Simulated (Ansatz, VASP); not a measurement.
## One calculation of PtS2, two programs

File INCAR:

```
PREC = Accurate ; ENCUT = 520
EDIFF = 1E-7 ; ISMEAR = -1
SIGMA = 0.05 ; LREAL = F
LASPH = T ; NELM = 100
ALGO = Fast ; ISIF = 2
LWAVE = F ; LCHARG = F
LMAXMIX = 4 ; GGA = RE
```

The input KPOINTS:

```
Automatic mesh
0
Gamma
  9 9 5
```

Contents of POSCAR:

```
PtS2
1.0
    3.5432000000      0.0000000000      0.0000000000
   -1.7716000000      3.0685012107      0.0000000000
    0.0000000000      0.0000000000      5.0388000000
Pt S
1 2
Direct
    0.0000000000      0.0000000000      0.0000000000
    0.6666666667      0.3333333333      0.7730000000
    0.3333333333      0.6666666667      0.2270000000
```

File KPOINTS_OPT:

```
path GMKGALHA,LM,KH
10
line-mode
reciprocal
 0.0000000000  0.0000000000  0.0000000000  G
 0.5000000000  0.0000000000  0.0000000000  M

 0.5000000000  0.0000000000  0.0000000000  M
 0.3333333333  0.3333333333  0.0000000000  K

 0.3333333333  0.3333333333  0.0000000000  K
 0.0000000000  0.0000000000  0.0000000000  G

 0.0000000000  0.0000000000  0.0000000000  G
 0.0000000000  0.0000000000  0.5000000000  A

 0.0000000000  0.0000000000  0.5000000000  A
 0.5000000000  0.0000000000  0.5000000000  L

 0.5000000000  0.0000000000  0.5000000000  L
 0.3333333333  0.3333333333  0.5000000000  H

 0.3333333333  0.3333333333  0.5000000000  H
 0.0000000000  0.0000000000  0.5000000000  A

 0.5000000000  0.0000000000  0.5000000000  L
 0.5000000000  0.0000000000  0.0000000000  M

 0.3333333333  0.3333333333  0.0000000000  K
 0.3333333333  0.3333333333  0.5000000000  H
```

File input.yaml:

```yaml
crystal:
  lattice:
    - [3.5432, 0.0, 0.0]
    - [-1.7716, 3.0685012107, 0.0]
    - [0.0, 0.0, 5.0388]
  atoms:
    - { symbol: Pt, position: [0.0, 0.0, 0.0] }
    - { symbol: S, position: [0.6666666667, 0.3333333333, 0.773] }
    - { symbol: S, position: [0.3333333333, 0.6666666667, 0.227] }
hamiltonian:
  xc: revpbe
  pseudopotentials: { kind: paw }
kpoints:
  mp_grid: { grid: [9, 9, 5] }
  band_path:
    path:
      - [[0.0, 0.0, 0.0], [0.5, 0.0, 0.0], [0.3333333333, 0.3333333333, 0.0], [0.0, 0.0, 0.0], [0.0, 0.0, 0.5], [0.5, 0.0, 0.5], [0.3333333333, 0.3333333333, 0.5], [0.0, 0.0, 0.5]]
      - [[0.5, 0.0, 0.5], [0.5, 0.0, 0.0]]
      - [[0.3333333333, 0.3333333333, 0.0], [0.3333333333, 0.3333333333, 0.5]]
    npoints: 14
scf:
  occupations: { method: fermi_dirac, width: 0.05 }
  n_extra_bands: 7
output:
  forces: true
  stress: true
  eigenvalues: true
  fatbands: true
```

Alike in both runs: task band structure; functional revPBE; k mesh 9 × 9 × 5; occupations fermi-dirac, width 0.05 eV; no spin polarisation.

|  | VASP | Ansatz |
| --- | --- | --- |
| version | VASP 6.6.1 | Ansatz 0.2.0 |
| potentials or method | VASP PAW PBE potentials, release 64 (Pt, S) | Ansatz PAW |
| plane-wave cutoff (eV) | 520 | 420 |
| valence electrons in the cell | 22 | 30 |

VASP gave:

```
gap on the k mesh at the Fermi level (eV)       : 1.07
least direct gap on the mesh (eV)               : 1.11
gap along the band path (eV)                    : 1.03
pressure (GPa)                                  : 13.0
largest component of the traceless stress (GPa) : 0.98
rms of the force components (eV/Å)              : 0.590
```

Problem. What did Ansatz give for the same quantities?

Solution. gap on the k mesh at the Fermi level (eV): 1.06; least direct gap on the mesh (eV): 1.11; gap along the band path (eV): 1.06; pressure (GPa): 13.6; largest component of the traceless stress (GPa): 1.19; rms of the force components (eV/Å): 0.615.

Atom by atom the forces differ by 0.025 eV/Å (rms over components). The two sets of potentials don't hold the same shells in valence.

Caveats: spin-orbit coupling is left out, which moves the levels of the heavy elements; the PAW data sets were made with another functional, which shifts forces and pressure a little (VASP); the PAW data sets come from PBE, with cores solved anew for the run's functional, which leaves a small shift of forces and pressure (Ansatz); forces of over 1 eV/Å show positions far from the minimum, so gaps and moduli don't describe the material at rest (Ansatz).
